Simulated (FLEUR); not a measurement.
# MoSe2 (P6_3/mmc) in FLEUR: single point with PBE

Aim: the single point of MoSe2 with PBE.

Everything below comes from runs of FLEUR MaX-R8.1 (later development tree). Logs are shortened: lines on timing, memory, paths and dates and some standing lists are left out, and cuts for length are marked.

## 1. Starting point

It takes space group P6_3/mmc (No. 194, hexagonal). Conventional cell: a = 3.288 Å, b = 3.288 Å, c = 12.900 Å, α = 90.00°, β = 90.00°, γ = 120.00°. Mo (site symmetry -6m2) has 6 Se at 2.49 Å as nearest neighbours. Se (site symmetry 3m) has 3 Mo at 2.49 Å as nearest neighbours.

## 2. Single point, PBE

File inp.xml:

```xml
<?xml version="1.0" encoding="UTF-8" standalone="no"?>
<fleurInput fleurInputVersion="0.39">
   <comment>
      MoSe2                                                                                               
   </comment>
   <calculationSetup>
      <cutoffs Kmax="5.0" Gmax="15.5" GmaxXC="15.5" numbands="0"/>
      <scfLoop itmax="60" minDistance="0.00001" maxIterBroyd="15" imix="Anderson" alpha="0.05" precondParam="0.0" spinf="2.0" sdNocoIR="T"/>
      <coreElectrons ctail="T" frcor="F" kcrel="0" coretail_lmax="0"/>
      <xcFunctional name="pbe" relativisticCorrections="F"/>
      <magnetism jspins="1"/>
      <soc l_soc="F" theta="0.0" phi="0.0" spav="F"/>
      <expertModes spex="0" secvar="F"/>
      <geometryOptimization l_f="T" forcealpha="1.0" forcemix="BFGS" epsdisp="0.0005" epsforce="0.0002"/>
      <ldaU l_linMix="F" mixParam="0.05" spinf="1.0"/>
   </calculationSetup>
   <cell>
      <bzIntegration valenceElectrons="92.0" mode="hist" fermiSmearingEnergy="0.00183747">
         <kPointListSelection listName="default-1"/>
         <!-- k-points included here -->
         <xi:include xmlns:xi="http://www.w3.org/2001/XInclude" href="kpts.xml"> </xi:include>
      </bzIntegration>
      <!-- symmetry operations included here -->
      <xi:include xmlns:xi="http://www.w3.org/2001/XInclude" href="sym.xml"> </xi:include>
      <bulkLattice scale="1.0">
         <bravaisMatrix>
            <row-1>    6.2134194976847992     0.0000000000000000     0.0000000000000000</row-1>
            <row-2>   -3.1067097488423996     5.3809791292828812     0.0000000000000000</row-2>
            <row-3>    0.0000000000000000     0.0000000000000000    24.3774670073399982</row-3>
         </bravaisMatrix>
[... 22 lines left out ...]
         <atomicCutoffs lmax="8" lnonsphr="6"/>
         <electronConfig flipSpins="F">
            <coreConfig>(1s1/2) (2s1/2) (2p1/2) (2p3/2) (3s1/2) (3p1/2) (3p3/2)</coreConfig>
            <valenceConfig>(3d3/2) (3d5/2) (4s1/2) (4p1/2) (4p3/2)</valenceConfig>
            <stateOccupation state="(4p1/2)" spinUp="0.666667" spinDown="0.666667"/>
            <stateOccupation state="(4p3/2)" spinUp="1.333333" spinDown="1.333333"/>
         </electronConfig>
         <energyParameters s="4" p="4" d="4" f="4"/>
         <lo type="SCLO" l="2" n="3" eDeriv="0"/>
         <lo type="SCLO" l="0" n="4" eDeriv="2"/>
         <lo type="SCLO" l="1" n="4" eDeriv="2"/>
         <lo type="SCLO" l="3" n="4" eDeriv="2"/>
      </species>
   </atomSpecies>
   <atomGroups>
      <atomGroup species="Molybdenum (Mo)">
         <relPos label="                   1">-1.000/3.000 1.000/3.000 -1.000/4.000</relPos>
         <relPos label="                   2">1.000/3.000 -1.000/3.000 1.000/4.000</relPos>
         <force calculate="T" relaxXYZ="TTT"/>
      </atomGroup>
      <atomGroup species="Selenium (Se)">
         <relPos label="                   3">-1.000/3.000 1.000/3.000 3.000/8.000</relPos>
         <relPos label="                   4">1.000/3.000 -1.000/3.000 -1.000/8.000</relPos>
         <relPos label="                   5">-1.000/3.000 1.000/3.000 1.000/8.000</relPos>
         <relPos label="                   6">1.000/3.000 -1.000/3.000 -3.000/8.000</relPos>
         <force calculate="T" relaxXYZ="TTT"/>
      </atomGroup>
   </atomGroups>
   <output dos="F" band="F" slice="F">
      <checks vchk="F" cdinf="F"/>
      <bandDOS minEnergy="-.5*Htr" maxEnergy="0.5*Htr" sigma="0.015" storeEVData="T"/>
      <vacuumDOS vacdos="F" integ="F" star="F" nstars="0" locx1="0.0" locy1="0.0" locx2="0.0" locy2="0.0" nstm="0" tworkf="0.0"/>
      <unfoldingBand unfoldBand="F" supercellX="1" supercellY="1" supercellZ="1"/>
      <plotting iplot="0" polar="F">
         <plot TwoD="T" vec1="  1.0  0.0  0.0" vec2="  0.0  1.0  0.0" vec3="  0.0  0.0  1.0" zero="  0.0  0.0  0.0" file="plot"/>
      </plotting>
      <chargeDensitySlicing numkpt="0" minEigenval="0.0" maxEigenval="0.0" nnne="0" pallst="F"/>
      <specialOutput eonly="F"/>
      <moessbauerParams electricFieldGradient="T" isomerShift="T" coreHyperfine="T" valenceHyperfine="T"/>
      <magneticCircularDichroism mcd="F" energyLo="-10.0" energyUp="0.0"/>
   </output>
  <!-- We include the file relax.xml here to enable relaxations (see documentation) -->
  <xi:include xmlns:xi="http://www.w3.org/2001/XInclude" href="relax.xml"> <xi:fallback/> </xi:include>
</fleurInput>
```

File crystal.txt:

```
MoSe2
&input cartesian=F /
3.2880000000  0.0000000000  0.0000000000
-1.6440000000  2.8474915276  0.0000000000
0.0000000000  0.0000000000  12.9000000000
1.8897261246
1.0 1.0 1.0

6
42 0.6666666667  0.3333333333  0.7500000000
42 0.3333333333  0.6666666667  0.2500000000
34 0.6666666667  0.3333333333  0.3750000000
34 0.3333333333  0.6666666667  0.8750000000
34 0.6666666667  0.3333333333  0.1250000000
34 0.3333333333  0.6666666667  0.6250000000

&kpt div1=9 div2=9 div3=2 gamma=T /
```

Potentials or basis: all-electron, FLAPW.

Launch:

```
> inpgen -f crystal.txt -profile fastHighL
> # inp.xml edited to the form shown
> fleur_MPI
```

Output:

```text
Welcome to FLEUR        (www.flapw.de)
      MaX-Release 8.1          (www.max-centre.eu)

 ========== k-point set info ==========
 Selected k-point list: default-1
 k-point list type: mesh
 9 x 9 x 2
 Number of k points: 24

 ------------Calculation Setup---------------------------
 Number of MPI-tasks      :            1
 Number of PE/node        :            1
 Number of OMP-threads    :            1
 Most efficient MPI parallelization for:
           1           2           3           4           6           8          12          24
 Additional eigenvalue parallelization possible
 Number of basis functions:         1965
 Approximate size of matrices (H+S) per k-point:         0.058 GB
 --------------------------------------------------------
 Iteration:     1   Distance:      11.30584484 me/bohr^3
 Iteration:     2   Distance:       9.63937884 me/bohr^3
 Iteration:     3   Distance:       4.81010288 me/bohr^3
 Iteration:     4   Distance:       5.38463576 me/bohr^3
 Iteration:     5   Distance:       3.45708892 me/bohr^3
 Iteration:     6   Distance:       2.29925403 me/bohr^3
 Iteration:     7   Distance:       1.49658041 me/bohr^3
 Iteration:     8   Distance:       0.16320569 me/bohr^3
 Iteration:     9   Distance:       0.34028634 me/bohr^3
 Iteration:    10   Distance:       0.02833402 me/bohr^3
 Iteration:    11   Distance:       0.03193274 me/bohr^3
 Iteration:    12   Distance:       0.00533090 me/bohr^3
 Iteration:    13   Distance:       0.00093879 me/bohr^3
 Iteration:    14   Distance:       0.00041970 me/bohr^3
 Iteration:    15   Distance:       0.00012527 me/bohr^3
 Iteration:    16   Distance:       0.00010612 me/bohr^3
 Iteration:    17   Distance:       0.00007935 me/bohr^3
 Iteration:    18   Distance:       0.00001875 me/bohr^3
 Iteration:    19   Distance:       0.00000532 me/bohr^3
 Reset of history

 ********************************************************************
 Run finished successfully
 Stop message:
   Structural relaxation: new displacements generated
 ********************************************************************
```

Wall time 19 min (1 thread of Arm Neoverse V1, shared host); peak memory 0.22 GiB.

Results:

```yaml
Free_energy: -484914.3320 eV
Largest_force: 1.109 eV/Å
Band_gap_on_the_k_mesh: 0.89 eV, indirect (least direct gap 1.38 eV)
Valence_electrons_inside_the_program's_atomic_spheres: Mo 11.68; Se 13.14 (radii Mo 2.31, Se 1.96 bohr)
```

Forces in eV/Å, atoms in the order of the input:
```
Mo   0.000  0.000  0.000
Mo   0.000  0.000  0.000
Se   0.000  0.000  1.109
Se   0.000  0.000  1.109
Se   0.000  0.000 -1.109
Se   0.000  0.000 -1.109
```

Core levels (eV from the Fermi level):
```tsv
atom	levels
1 Mo	1s1/2 -19810.2, 2s1/2 -2795.0, 2p1/2 -2570.9, 2p3/2 -2464.3, 3s1/2 -473.4, 3p1/2 -388.1, 3p3/2 -370.6, 3d3/2 -220.0, 3d5/2 -216.6
2 Mo	1s1/2 -19810.2, 2s1/2 -2795.0, 2p1/2 -2570.9, 2p3/2 -2464.3, 3s1/2 -473.4, 3p1/2 -388.1, 3p3/2 -370.6, 3d3/2 -220.0, 3d5/2 -216.6
3 Se	1s1/2 -12495.7, 2s1/2 -1601.2, 2p1/2 -1435.8, 2p3/2 -1394.1, 3s1/2 -208.2, 3p1/2 -151.6, 3p3/2 -145.8
4 Se	1s1/2 -12495.7, 2s1/2 -1601.2, 2p1/2 -1435.8, 2p3/2 -1394.1, 3s1/2 -208.2, 3p1/2 -151.6, 3p3/2 -145.8
5 Se	1s1/2 -12495.7, 2s1/2 -1601.2, 2p1/2 -1435.8, 2p3/2 -1394.1, 3s1/2 -208.2, 3p1/2 -151.6, 3p3/2 -145.8
6 Se	1s1/2 -12495.7, 2s1/2 -1601.2, 2p1/2 -1435.8, 2p3/2 -1394.1, 3s1/2 -208.2, 3p1/2 -151.6, 3p3/2 -145.8
```

Caveat: an odd mesh through Γ misses points on the zone boundary, where band edges often lie; the cell's inner coordinates are idealised or old, which leaves forces on the atoms. A hybrid or GW would open this gap; PBE tends to underestimate it.
